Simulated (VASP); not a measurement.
# GaP (F-43m) in VASP: notebook

The runs below take GaP through G0W0 quasiparticle levels, with PBE.

Program: VASP 6.6.1. These are calculated values, not measurements. Logs are shortened: lines on timing, memory, paths and dates and some standing lists are left out, and cuts for length are marked.

**1. The crystal as given**

Symmetry: F-43m, No. 216, cubic system. The conventional cell has a = 5.451 Å, b = 5.451 Å, c = 5.451 Å, α = 90.00°, β = 90.00°, γ = 90.00°. Ga (site symmetry -43m) has 4 P at 2.36 Å as nearest neighbours. P (site symmetry -43m) has 4 Ga at 2.36 Å as nearest neighbours.

**2. G0W0 quasiparticle levels, PBE**

POSCAR reads:

```
GaP
1.0
    0.0000000000      2.7252500000      2.7252500000
    2.7252500000      0.0000000000      2.7252500000
    2.7252500000      2.7252500000      0.0000000000
Ga P
1 1
Direct
    0.0000000000      0.0000000000      0.0000000000
    0.7500000000      0.7500000000      0.7500000000
```

INCAR.step1 reads:

```
ALGO = Fast
EDIFF = 1E-8
ENCUT = 450
GGA = PE
ISMEAR = 0
LASPH = T
LCHARG = F
LREAL = F
LWAVE = T
NELM = 100
PREC = Accurate
SIGMA = 0.01
```

INCAR.step2 reads:

```
ALGO = Exact
EDIFF = 1E-8
ENCUT = 450
GGA = PE
ISMEAR = 0
ISTART = 1
LASPH = T
LCHARG = F
LOPTICS = T
LREAL = F
LWAVE = T
NBANDS = 251
NELM = 1
PREC = Accurate
SIGMA = 0.01
```

INCAR.step3 reads:

```
ALGO = EVGW0
EDIFF = 1E-8
ENCUT = 450
ENCUTGW = 260
GGA = PE
ISMEAR = 0
ISTART = 1
LASPH = T
LCHARG = F
LREAL = F
LWAVE = F
NBANDS = 251
NBANDSGW = 17
NELMGW = 1
NOMEGA = 48
PREC = Accurate
PRECFOCK = Fast
SIGMA = 0.01
```

KPOINTS reads:

```
k-points
0
Gamma
  4 4 4
```

Potentials or basis: VASP PAW PBE potentials, release 64 (Ga_d_GW, P_GW).

Command:

```
cat potpaw_PBE.64/Ga_d_GW/POTCAR potpaw_PBE.64/P_GW/POTCAR > POTCAR
cp INCAR.step1 INCAR
mpirun -np 1 vasp_std > vasp.out
cp INCAR.step2 INCAR
mpirun -np 1 vasp_std > vasp.out
cp INCAR.step3 INCAR
mpirun -np 1 vasp_std > vasp.out
```

OUTCAR:

```text
EDIFF = 1E-8
   ENCUT = 450
   ENCUTGW = 260
   GGA = PE
   ISMEAR = 0
   ISTART = 1
   LASPH = T
   LREAL = F
   NELMGW = 1
   PREC = Accurate
   PRECFOCK = Fast

 Found      8 irreducible k-points:

 Following reciprocal coordinates:
            Coordinates               Weight
  0.000000  0.000000  0.000000      1.000000
  0.250000  0.000000  0.000000      8.000000
  0.500000  0.000000  0.000000      4.000000
  0.250000  0.250000  0.000000      6.000000
  0.500000  0.250000  0.000000     24.000000
 -0.250000  0.250000  0.000000     12.000000
   k-points           NKPTS =      8   k-points in BZ     NKDIM =     64   number of bands    NBANDS=    251
   number of dos      NEDOS =    301   number of ions     NIONS =      2
   total plane-waves  NPLWV =  21952
   dimension x,y,z NGX =    28 NGY =   28 NGZ =   28
   dimension x,y,z NGXF=    56 NGYF=   56 NGZF=   56
   ions per type =               1   1
   NGX,Y,Z   is equivalent  to a cutoff of  12.08, 12.08, 12.08 a.u.
   NGXF,Y,Z  is equivalent  to a cutoff of  24.16, 24.16, 24.16 a.u.
 SYSTEM =  unknown system
   PREC   = accura    normal or accurate (medium, high low for compatibility)
   ISTART =      1    job   : 0-new  1-cont  2-samecut
   ICHARG =      0    charge: 1-file 2-atom 10-const
   ISPIN  =      1    spin polarized calculation?
   LNONCOLLINEAR =      F non collinear calculations
   LSORBIT =      F    spin-orbit coupling
   LASPH  =      T    aspherical Exc in radial PAW
   ENCUT  =  450.0 eV  33.07 Ry    5.75 a.u.   6.67  6.67  6.67*2*pi/ulx,y,z
   NELM   =     60;   NELMIN=  2; NELMDL=  0     # of ELM steps
   EDIFF  = 0.1E-07   stopping-criterion for ELM
   LREAL  =      F    real-space projection
   EDIFFG = 0.1E-06   stopping-criterion for IOM
   NSW    =      0    number of steps for IOM
   IBRION =     -1    ionic relax: 0-MD 1-quasi-New 2-CG
   NFREE  =      0    steps in history (QN), initial steepest desc. (CG)
   ISIF   =      0    stress and relaxation
   ISYM   =      3    0-nonsym 1-usesym 2-fastsym
   POTIM  = 0.5000    time-step for ionic-motion
   TEBEG  =    0.0;   TEEND  =   0.0 temperature during run
   PSTRESS=    0.0 pullay stress
   NELECT =      18.0000    total number of electrons
   NUPDOWN=      -1.0000    fix difference up-down
   EMIN   =  10.00;   EMAX   =-10.00  energy-range for DOS
   EFERMI =   0.00;   METHOD = LEGACY
   ISMEAR =     0;   SIGMA  =   0.01  broadening in eV -4-tet -1-fermi 0-gaus
   EFERMI_NEDOS =   21; number of points for ismear=-14 and -15
   IALGO  =     38    algorithm
   IMIX   =      4    mixing-type and parameters
     AMIX     =   0.40;   BMIX     =  1.00
     AMIX_MAG =   1.60;   BMIX_MAG =  1.00
  volume/ion in A,a.u.               =      20.24       136.59
  Fermi-wavevector in a.u.,A,eV,Ry     =   1.249538  2.361284 21.243377  1.561344
  Thomas-Fermi vector in A             =   2.383574
   LORBIT       =      0    0 simple, 1 ext, 2 COOP (PROOUT), +10 PAW based schemes
   GGA     = PE    functional components
   LHFCALC =     T    Hartree Fock is set to
   PRECFOCK=fast      Normal, Fast or Accurate (Low or Medium for compatibility)
   ENCUT4O =  -1.0   cutoff for four orbital integrals eV
   NKREDX  =     1    reduce k-point grid by
   NKREDY  =     1    reduce k-point grid by
   NKREDZ  =     1    reduce k-point grid by
   AEXX    =    1.0000 exact exchange contribution
   HFSCREEN=    0.0000 screening length (either q_TF or 0.3 A-1)
   HFSCREENC=   0.0000 screening length for correlation (either q_TF or 0.3 A-1)
   ENCUTFOCK=  -1.0 apply spherical cutoff to Coloumb kernel
   IVDW    =     0    specifies the selected vdW correction
   LEPSILON=     F    determine dielectric tensor
   LRPA    =     F    only Hartree local field effects (RPA)
   LRPAFORCE           =     F    calculate RPA forces
   ENCUTGW             = 260.0    cutoff for response function in eV
   ENCUTGWSOFT         = 208.0    soft cutoff for Coulomb kernel in GW response function in eV
   ENCUTLF             =  -1.0    cutoff for local field effects
   NELMGW              =     1    number of iterations in solving QP/BSE equation
   NELMHF              =     1    number of iterations in the inner HF iteration
   NKREDLFX            =     1    NKREDLFY  =   1   NKREDLFZ  =   1
 non-spin polarized calculation
 Gauss-broadening in eV      SIGMA  =   0.01
  energy-cutoff  :      450.00
  volume of cell :       40.48
 maximum number of plane-waves:       893
 NGX is ok and might be reduce to    28
  NGX = 16; NGY = 16; NGZ = 16
   NGX = 13   NGY = 13   NGZ = 13
 maximum number of plane-waves:       396

 QP shifts <psi_nk| G(iteration)W_0 |psi_nk>: iteration 1
 for sc-GW calculations column KS-energies equals QP-energies in previous step
 and V_xc(KS)=  KS-energies - (<T + V_ion + V_H > + <T+V_H+V_ion>^1  + <V_x>^1)

 k-point   1 :       0.0000    0.0000    0.0000
  band No.  KS-energies  QP-energies   sigma(KS)   V_xc(KS)     V^pw_x(r,r')   Z            occupation Imag(sigma)

      1     -10.1876     -12.3057     -24.7853     -21.6826     -35.0066       0.6826       2.0000       0.1848
      2     -10.1876     -12.3057     -24.7853     -21.6826     -35.0066       0.6826       2.0000       0.1848
      3     -10.1876     -12.3057     -24.7853     -21.6826     -35.0066       0.6826       2.0000       0.1848
      4     -10.0897     -12.2345     -24.9394     -21.8052     -35.1401       0.6843       2.0000       0.1598
      5     -10.0897     -12.2345     -24.9394     -21.8052     -35.1401       0.6843       2.0000       0.1598
      6      -8.0949      -8.7094     -12.3131     -11.3611     -18.6679       0.6455       2.0000       0.9007
[... 9 lines left out ...]
     16      14.1112      14.2884     -10.5931     -10.8309      -5.0050       0.7451       0.0000      -0.2784
     17      16.8233      16.6540      -8.4491      -8.2236      -2.4419       0.7506       0.0000      -0.5001

 k-point   2 :       0.2500    0.0000    0.0000
  band No.  KS-energies  QP-energies   sigma(KS)   V_xc(KS)     V^pw_x(r,r')   Z            occupation Imag(sigma)

      1     -10.2305     -12.3071     -24.5112     -21.4610     -34.6786       0.6808       2.0000       0.2032
      2     -10.1731     -12.2952     -24.8149     -21.7098     -35.0403       0.6835       2.0000       0.1838
      3     -10.1731     -12.2952     -24.8149     -21.7098     -35.0403       0.6835       2.0000       0.1838
      4     -10.0884     -12.2382     -24.9401     -21.8072     -35.1446       0.6862       2.0000       0.1598
      5     -10.0884     -12.2382     -24.9401     -21.8072     -35.1446       0.6862       2.0000       0.1598
      6      -7.3192      -7.9781     -12.7090     -11.7328     -18.8635       0.6749       2.0000       0.8400
[... 9 lines left out ...]
     16      14.3166      14.1178      -8.1671      -7.9052      -2.4759       0.7590       0.0000      -0.3466
     17      17.4821      17.4039      -9.1797      -9.0756      -2.9315       0.7511       0.0000      -0.5594

 k-point   3 :       0.5000    0.0000    0.0000
  band No.  KS-energies  QP-energies   sigma(KS)   V_xc(KS)     V^pw_x(r,r')   Z            occupation Imag(sigma)

      1     -10.2675     -12.3156     -24.3371     -21.3215     -34.4731       0.6792       2.0000       0.2167
      2     -10.1632     -12.2868     -24.8290     -21.7222     -35.0527       0.6835       2.0000       0.1828
      3     -10.1632     -12.2868     -24.8290     -21.7222     -35.0527       0.6835       2.0000       0.1828
      4     -10.0823     -12.2355     -24.9556     -21.8251     -35.1706       0.6878       2.0000       0.1606
      5     -10.0823     -12.2355     -24.9556     -21.8251     -35.1706       0.6878       2.0000       0.1606
      6      -6.0258      -6.7056     -13.4273     -12.4494     -19.2283       0.6951       2.0000       0.7055
[... 9 lines left out ...]
     16      16.0030      16.1506     -10.7329     -10.9301      -4.3569       0.7485       0.0000      -0.5035
     17      17.9675      17.9354     -10.4447     -10.4019      -3.9528       0.7484       0.0000      -0.6996

 k-point   4 :       0.2500    0.2500    0.0000
  band No.  KS-energies  QP-energies   sigma(KS)   V_xc(KS)     V^pw_x(r,r')   Z            occupation Imag(sigma)

      1     -10.2536     -12.3210     -24.4635     -21.4239     -34.6266       0.6802       2.0000       0.2066
      2     -10.1561     -12.2877     -24.8547     -21.7451     -35.0877       0.6855       2.0000       0.1821
      3     -10.1561     -12.2877     -24.8547     -21.7451     -35.0877       0.6855       2.0000       0.1821
      4     -10.1058     -12.2355     -24.8845     -21.7572     -35.0756       0.6810       2.0000       0.1621
      5     -10.0789     -12.2353     -24.9581     -21.8256     -35.1690       0.6884       2.0000       0.1593
      6      -7.0575      -7.7044     -12.7533     -11.7858     -18.8212       0.6685       2.0000       0.8173
[... 9 lines left out ...]
     16      17.0962      17.0732      -9.2653      -9.2350      -2.9831       0.7580       0.0000      -0.5475
     17      18.9883      18.8206      -9.0222      -8.7995      -2.6365       0.7533       0.0000      -0.7310

 k-point   5 :       0.5000    0.2500    0.0000
  band No.  KS-energies  QP-energies   sigma(KS)   V_xc(KS)     V^pw_x(r,r')   Z            occupation Imag(sigma)

      1     -10.2789     -12.3218     -24.3449     -21.3337     -34.4912       0.6784       2.0000       0.2171
      2     -10.1492     -12.2873     -24.8578     -21.7457     -35.0859       0.6870       2.0000       0.1797
      3     -10.1414     -12.2834     -24.8818     -21.7723     -35.1192       0.6889       2.0000       0.1813
      4     -10.1043     -12.2434     -24.8922     -21.7659     -35.0903       0.6842       2.0000       0.1621
      5     -10.0772     -12.2385     -24.9603     -21.8302     -35.1758       0.6905       2.0000       0.1593
      6      -5.7031      -6.3673     -13.3878     -12.4267     -19.0609       0.6911       2.0000       0.6659
[... 9 lines left out ...]
     16      17.5457      17.6925     -11.0807     -11.2792      -4.2473       0.7396       0.0000      -0.6727
     17      18.0984      17.9833      -8.8615      -8.7082      -2.6648       0.7506       0.0000      -0.5679

 k-point   6 :      -0.2500    0.2500    0.0000
  band No.  KS-energies  QP-energies   sigma(KS)   V_xc(KS)     V^pw_x(r,r')   Z            occupation Imag(sigma)

      1     -10.2623     -12.3145     -24.3783     -21.3599     -34.5282       0.6799       2.0000       0.2155
      2     -10.1590     -12.2880     -24.8407     -21.7289     -35.0645       0.6842       2.0000       0.1800
      3     -10.1543     -12.2857     -24.8566     -21.7498     -35.0917       0.6860       2.0000       0.1833
      4     -10.0911     -12.2336     -24.9282     -21.7977     -35.1320       0.6844       2.0000       0.1599
      5     -10.0879     -12.2392     -24.9352     -21.8044     -35.1429       0.6871       2.0000       0.1602
      6      -6.2140      -6.8781     -13.1602     -12.1882     -18.9821       0.6832       2.0000       0.7193
[... 9 lines left out ...]
     16      17.6647      17.7635     -10.8702     -11.0027      -4.1112       0.7454       0.0000      -0.6601
     17      17.9832      17.9280      -9.0750      -9.0014      -2.8025       0.7508       0.0000      -0.5620

 [... further k-points ...]
```

It took 6.1 min on 1 thread of Intel Xeon Platinum 8259CL at 2.50GHz (Skylake/Cascade Lake), shared host; peak memory 0.64 GiB.

These settings aren't checked as converged: the numbers below hold their error.

Results:

```yaml
Band_gap_on_the_k_mesh_mean-field_level: 1.63 eV, indirect (least direct gap 1.82 eV)
Quasiparticle_gap: 2.18 eV
Least_direct_quasiparticle_gap: 2.71 eV
```

Caveat: the k mesh is coarse (spacing up to 0.50 Å⁻¹), so the values aren't converged; bands, screening cutoff and mesh are small and nothing is extrapolated, so the quasiparticle values aren't converged.

(Part 1 of 3 ends here.)
